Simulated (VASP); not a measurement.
# La2O3 (P-3m1) in VASP: single point with PBEsol

Aim: the single point of La2O3 with PBEsol.

All numbers are computed with VASP 6.6.1; they aren't measurements. Logs are shortened: lines on timing, memory, paths and dates and some standing lists are left out, and cuts for length are marked.

**1. Starting point**

Symmetry: P-3m1, No. 164, trigonal system. The conventional cell has a = 3.904 Å, b = 3.904 Å, c = 6.032 Å, α = 90.00°, β = 90.00°, γ = 120.00°. La (site symmetry 3m) is surrounded by 7 O at 2.35 to 2.70 Å. Around O (site symmetry 3m) lie 4 La at 2.35 to 2.42 Å. Around O (site symmetry -3m) lie 6 La at 2.70 Å.

The cell is a database's computed one.

**2. Single point, PBEsol, non-collinear spin, zero start, spin-orbit coupling**

Contents of INCAR:

```
PREC = Accurate
ENCUT = 520
EDIFF = 1E-6
ISMEAR = 0
SIGMA = 0.02
LREAL = F
LASPH = T
NELM = 60
ALGO = Normal
ISIF = 2
LWAVE = F
LCHARG = T
MAGMOM = 0 0 0 0 0 0 0 0 0 0 0 0 0 0 0
LORBIT = 11
LSORBIT = T
GGA_COMPAT = F
LMAXMIX = 6
GGA = PS
LVHAR = T
NBANDS = 55
```

Contents of KPOINTS:

```
regular mesh
0
Gamma
  9 9 4
```

Contents of POSCAR:

```
La2O3
1.0
    3.9035800000      0.0000000000      0.0000000000
   -1.9517900000      3.3806000000      0.0000000000
    0.0000000000      0.0000000000      6.0320500000
La O
2 3
Direct
    0.6666700000      0.3333300000      0.7547500000
    0.3333300000      0.6666700000      0.2452500000
    0.6666700000      0.3333300000      0.3539600000
    0.3333300000      0.6666700000      0.6460400000
    0.0000000000      0.0000000000      0.0000000000
```

Potentials or basis: VASP PAW PBE potentials, release 64 (La, O).

On the command line:

```console
$ cat potpaw_PBE.64/La/POTCAR potpaw_PBE.64/O/POTCAR > POTCAR
$ mpirun -np 1 vasp_ncl > vasp.out
```

OUTCAR:

```text
PREC = Accurate
   ENCUT = 520
   EDIFF = 1E-6
   ISMEAR = 0
   LREAL = F
   LASPH = T
   NELM = 60
   ISIF = 2
   LORBIT = 11
   LSORBIT = T
   GGA = PS

 ion  position               nearest neighbor table
   1  0.667  0.333  0.755-   4 2.35   4 2.35   4 2.35   3 2.42   5 2.70   5 2.70   5 2.70
   2  0.333  0.667  0.245-   3 2.35   3 2.35   3 2.35   4 2.42   5 2.70   5 2.70   5 2.70
   3  0.667  0.333  0.354-   2 2.35   2 2.35   2 2.35   1 2.42
   4  0.333  0.667  0.646-   1 2.35   1 2.35   1 2.35   2 2.42
   5  0.000  0.000  0.000-   1 2.70   2 2.70   1 2.70   2 2.70   1 2.70   2 2.70

  LATTYP: Found a hexagonal cell.
 ALAT       =     3.9035800000
 C/A-ratio  =     1.5452610168

  Lattice vectors:

 A1 = (   3.9035800000,   0.0000000000,   0.0000000000)
 A2 = (  -1.9517900000,   3.3806000000,   0.0000000000)
 A3 = (   0.0000000000,   0.0000000000,   6.0320500000)

Analysis of symmetry for initial positions (statically):
=====================================================================
 Subroutine PRICEL returns:
 Original cell was already a primitive cell.

 Routine SETGRP: Setting up the symmetry group for a
 hexagonal supercell.

 Subroutine GETGRP returns: Found  4 space group operations
 (whereof  4 operations were pure point group operations)
 out of a pool of 24 trial point group operations.

The static configuration has the point symmetry C_2h.

Analysis of symmetry for dynamics (positions and initial velocities):
=====================================================================
 Subroutine PRICEL returns:
 Original cell was already a primitive cell.

 Routine SETGRP: Setting up the symmetry group for a
 hexagonal supercell.

 Subroutine GETGRP returns: Found  4 space group operations
 (whereof  4 operations were pure point group operations)
 out of a pool of 24 trial point group operations.

The dynamic configuration has the point symmetry C_2h.

Analysis of structural, dynamic, and magnetic symmetry:
=====================================================================
 Subroutine PRICEL returns:
 Original cell was already a primitive cell.

 Routine SETGRP: Setting up the symmetry group for a
 hexagonal supercell.

 Subroutine GETGRP returns: Found  4 space group operations
 (whereof  4 operations were pure point group operations)
 out of a pool of 24 trial point group operations.

The overall configuration has the point symmetry C_2h.

 Subroutine INISYM returns: Found  4 space group operations
 (whereof  4 operations are pure point group operations),
 and found     1 'primitive' translations

----------------------------------------------------------------------------------------

                                     Primitive cell

  volume of cell :      79.6016

  direct lattice vectors                    reciprocal lattice vectors
     3.903580000  0.000000000  0.000000000     0.256175101  0.147902739  0.000000000
    -1.951790000  3.380600000  0.000000000     0.000000000  0.295805478  0.000000000
     0.000000000  0.000000000  6.032050000     0.000000000  0.000000000  0.165781119

  length of vectors
     3.903580000  3.903580480  6.032050000     0.295805515  0.295805478  0.165781119

  position of ions in fractional coordinates (direct lattice)
     0.666670000  0.333330000  0.754750000
     0.333330000  0.666670000  0.245250000
     0.666670000  0.333330000  0.353960000
     0.333330000  0.666670000  0.646040000
     0.000000000  0.000000000  0.000000000

  ion indices of the primitive-cell ions
   primitive index   ion index
                 1           1
                 2           2
                 3           3
                 4           4
                 5           5

----------------------------------------------------------------------------------------

 KPOINTS: regular mesh

Automatic generation of k-mesh.
 Grid dimensions read from file:
 generate k-points for:    9    9    4

 Generating k-lattice:

  Cartesian coordinates                     Fractional coordinates (reciprocal lattice)
     0.028463900  0.016433638  0.000000000     0.111111111  0.000000000  0.000000000
[... 54 lines left out ...]
   LNONCOLLINEAR =      T non collinear calculations
   LSORBIT =      T    spin-orbit coupling
   LASPH  =      T    aspherical Exc in radial PAW
   ENCUT  =  520.0 eV  38.22 Ry    6.18 a.u.   7.26  7.26 11.22*2*pi/ulx,y,z
   NELM   =     60;   NELMIN=  2; NELMDL= -5     # of ELM steps
   EDIFF  = 0.1E-05   stopping-criterion for ELM
   LREAL  =      F    real-space projection
   EDIFFG = 0.1E-04   stopping-criterion for IOM
   NSW    =      0    number of steps for IOM
   IBRION =     -1    ionic relax: 0-MD 1-quasi-New 2-CG
   NFREE  =      0    steps in history (QN), initial steepest desc. (CG)
   ISIF   =      2    stress and relaxation
   ISYM   =      2    0-nonsym 1-usesym 2-fastsym
   POTIM  = 0.5000    time-step for ionic-motion
   TEBEG  =    0.0;   TEEND  =   0.0 temperature during run
   PSTRESS=    0.0 pullay stress
   NELECT =      40.0000    total number of electrons
   NUPDOWN=      -1.0000    fix difference up-down
   EMIN   =  10.00;   EMAX   =-10.00  energy-range for DOS
   EFERMI =   0.00;   METHOD = LEGACY
   ISMEAR =     0;   SIGMA  =   0.02  broadening in eV -4-tet -1-fermi 0-gaus
   EFERMI_NEDOS =   21; number of points for ismear=-14 and -15
   IALGO  =     38    algorithm
   IMIX   =      4    mixing-type and parameters
     AMIX     =   0.40;   BMIX     =  1.00
     AMIX_MAG =   1.60;   BMIX_MAG =  1.00
  volume/ion in A,a.u.               =      15.92       107.44
  Fermi-wavevector in a.u.,A,eV,Ry     =   1.301530  2.459535 23.048006  1.693981
  Thomas-Fermi vector in A             =   2.432658
   LORBIT       =     11    0 simple, 1 ext, 2 COOP (PROOUT), +10 PAW based schemes
   GGA     = PS    functional components
   LHFCALC =     F    Hartree Fock is set to
   AEXX    =    0.0000 exact exchange contribution
   IVDW    =     0    specifies the selected vdW correction
   LEPSILON=     F    determine dielectric tensor
   LRPA    =     F    only Hartree local field effects (RPA)
 Gauss-broadening in eV      SIGMA  =   0.02
  energy-cutoff  :      520.00
  volume of cell :       79.60
 maximum number of plane-waves:      4378
 NGX is ok and might be reduce to    30
   NGX = 15   NGY = 15   NGZ = 23

 number of electron      39.9999995 magnetization       0.0000001      0.0000002     -0.0000000

 number of electron      39.9999995 magnetization       0.0000003      0.0000005      0.0000000

 number of electron      39.9999995 magnetization      -0.0000001     -0.0000002     -0.0000000

 number of electron      39.9999995 magnetization      -0.0000000     -0.0000001      0.0000000

 Free energy of the ion-electron system (eV)
  ---------------------------------------------------
  ext. energy  EPLUGINS =         0.00000000
  ---------------------------------------------------
  free energy    TOTEN  =       -44.28757233 eV

  energy without entropy =      -44.28757233  energy(sigma->0) =      -44.28757233

 E-fermi :   6.2733     XC(G=0): -10.8599

 val. band max:        6.1024219860   @ k =  -0.4444   0.4444   0.5000
 cond. band min:       9.8789190686   @ k =   0.3333   0.3333   0.0000
 fundamental gap:      3.7764970826
 Fermi energy:         6.2733316980

 k-point     1 :       0.0000    0.0000    0.0000
  band No.  band energies     occupation
      1     -23.5910      1.00000
      2     -23.5910      1.00000
      3     -23.3033      1.00000
      4     -23.3033      1.00000
      5     -11.0053      1.00000
      6     -11.0053      1.00000
[... 1309 lines left out ...]
     51      11.6492      0.00000
     52      11.6502      0.00000

 [... further k-points ...]

 [bands above 52 left out]

------------------------ aborting loop because EDIFF is reached ----------------------------------------

  FORCE on cell =-STRESS in cart. coord.  units (eV):
  Direction    XX          YY          ZZ          XY          YZ          ZX
  --------------------------------------------------------------------------------------
  -------------------------------------------------------------------------------------
  Total        0.0579042      0.0584768      0.0590136      0.0004959      0.0001390     -0.0002408
  in kB        1.1654642      1.1769898      1.1877927      0.0099811      0.0027984     -0.0048457
  external PRESSURE =       1.1767489 kB  Pullay stress =       0.0000000 kB

 VOLUME and BASIS-vectors are now :
 -----------------------------------------------------------------------------
  energy-cutoff  :      520.00
  volume of cell :       79.60
      direct lattice vectors                 reciprocal lattice vectors
     3.903580000  0.000000000  0.000000000     0.256175101  0.147902739  0.000000000
    -1.951790000  3.380600000  0.000000000     0.000000000  0.295805478  0.000000000
     0.000000000  0.000000000  6.032050000     0.000000000  0.000000000  0.165781119

 POSITION                                       TOTAL-FORCE (eV/Angst)
 -----------------------------------------------------------------------------------
      1.95181      1.12686      4.55269        -0.000213      0.000123     -0.000758
     -0.00002      2.25374      1.47936         0.000213     -0.000123      0.000758
      1.95181      1.12686      2.13510        -0.000248      0.000143     -0.002261
     -0.00002      2.25374      3.89695         0.000248     -0.000143      0.002261
      0.00000      0.00000      0.00000         0.000000      0.000000      0.000000
 -----------------------------------------------------------------------------------
    total drift:                               -0.000000      0.000000      0.000000

  FREE ENERGIE OF THE ION-ELECTRON SYSTEM (eV)
  ---------------------------------------------------
  free  energy   TOTEN  =       -44.2875723306 eV

  energy  without entropy=      -44.2875723306  energy(sigma->0) =      -44.28757233

 Spin-Orbit-Coupling matrix elements

 Ion:    1  E_soc:     -0.5806260
 l=   1
     0.0000000    -0.0961141    -0.0960860
    -0.0961141     0.0000000    -0.0961140
    -0.0960860    -0.0961140     0.0000000
 l=   2
     0.0000000    -0.0001110     0.0000000    -0.0001110    -0.0005262
    -0.0001110     0.0000000    -0.0003134    -0.0000983    -0.0001110
     0.0000000    -0.0003134     0.0000000    -0.0003134     0.0000000
    -0.0001110    -0.0000983    -0.0003134     0.0000000    -0.0001110
    -0.0005262    -0.0001110     0.0000000    -0.0001110     0.0000000
 l=   3
     0.0000000    -0.0000216     0.0000000     0.0000000     0.0000000    -0.0000216    -0.0000616
    -0.0000216     0.0000000    -0.0000155     0.0000000    -0.0000155    -0.0000412    -0.0000094
     0.0000000    -0.0000155     0.0000000    -0.0000362    -0.0000046    -0.0000155     0.0000000
     0.0000000     0.0000000    -0.0000362     0.0000000    -0.0000362     0.0000000     0.0000000
[... 69 lines left out ...]
 l=   2
     0.0000000     0.0000000     0.0000000     0.0000000     0.0000000
     0.0000000     0.0000000     0.0000000     0.0000000     0.0000000
     0.0000000     0.0000000     0.0000000     0.0000000     0.0000000
     0.0000000     0.0000000     0.0000000     0.0000000     0.0000000
     0.0000000     0.0000000     0.0000000     0.0000000     0.0000000
 l=   3
     0.0000000     0.0000000     0.0000000     0.0000000     0.0000000     0.0000000     0.0000000
     0.0000000     0.0000000     0.0000000     0.0000000     0.0000000     0.0000000     0.0000000
     0.0000000     0.0000000     0.0000000     0.0000000     0.0000000     0.0000000     0.0000000
     0.0000000     0.0000000     0.0000000     0.0000000     0.0000000     0.0000000     0.0000000
     0.0000000     0.0000000     0.0000000     0.0000000     0.0000000     0.0000000     0.0000000
     0.0000000     0.0000000     0.0000000     0.0000000     0.0000000     0.0000000     0.0000000
     0.0000000     0.0000000     0.0000000     0.0000000     0.0000000     0.0000000     0.0000000

 total charge

# of ion       s       p       d       f       tot
--------------------------------------------------
    1        2.038   5.683   0.674   0.253   8.648
    2        2.038   5.683   0.674   0.253   8.648
    3        1.567   3.453   0.000   0.000   5.020
    4        1.567   3.453   0.000   0.000   5.020
    5        1.553   3.370   0.000   0.000   4.923
--------------------------------------------------
tot          8.762  21.641   1.348   0.507  32.258

 magnetization (x)

# of ion       s       p       d       f       tot
--------------------------------------------------
    1       -0.000   0.000  -0.000  -0.000  -0.000
    2       -0.000   0.000  -0.000  -0.000  -0.000
    3        0.000   0.000   0.000   0.000   0.000
    4        0.000   0.000   0.000   0.000   0.000
    5       -0.000   0.000   0.000   0.000   0.000
--------------------------------------------------
tot         -0.000   0.000  -0.000  -0.000   0.000

 magnetization (y)

# of ion       s       p       d       f       tot
--------------------------------------------------
    1       -0.000   0.000  -0.000  -0.000  -0.000
    2       -0.000   0.000  -0.000  -0.000  -0.000
    3        0.000   0.000   0.000   0.000   0.000
    4        0.000   0.000   0.000   0.000   0.000
    5       -0.000   0.000   0.000   0.000   0.000
--------------------------------------------------
tot         -0.000   0.000  -0.000  -0.000   0.000

 magnetization (z)

# of ion       s       p       d       f       tot
--------------------------------------------------
    1        0.000   0.000   0.000   0.000   0.000
    2        0.000   0.000   0.000   0.000   0.000
    3        0.000   0.000   0.000   0.000   0.000
    4        0.000   0.000   0.000   0.000   0.000
    5        0.000   0.000   0.000   0.000   0.000
--------------------------------------------------
tot          0.000   0.000   0.000   0.000   0.000
```

Run time: 19 min. Hardware: 1 thread of Intel Xeon 6975P-C (Granite Rapids), shared host; peak memory 0.77 GiB.

What came out:

```
Free energy                                           : -44.2876 eV
Pressure                                              : 0.1 GPa
Net moment                                            : 0.00 μB per cell
Valence electrons inside the program's atomic spheres : La 8.65; O 5.02, 4.92
```

Forces on the atoms (eV/Å):
```
La   0.000  0.000 -0.001
La   0.000  0.000  0.001
O    0.000  0.000 -0.002
O    0.000  0.000  0.002
O    0.000  0.000  0.000
```

Moments on the atoms (μB; x, y, z):
```
La  0.00 0.00 0.00
La  0.00 0.00 0.00
O   0.00 0.00 0.00
O   0.00 0.00 0.00
O   0.00 0.00 0.00
```

Caveat: the PAW data sets were made with another functional, which shifts forces and pressure a little.
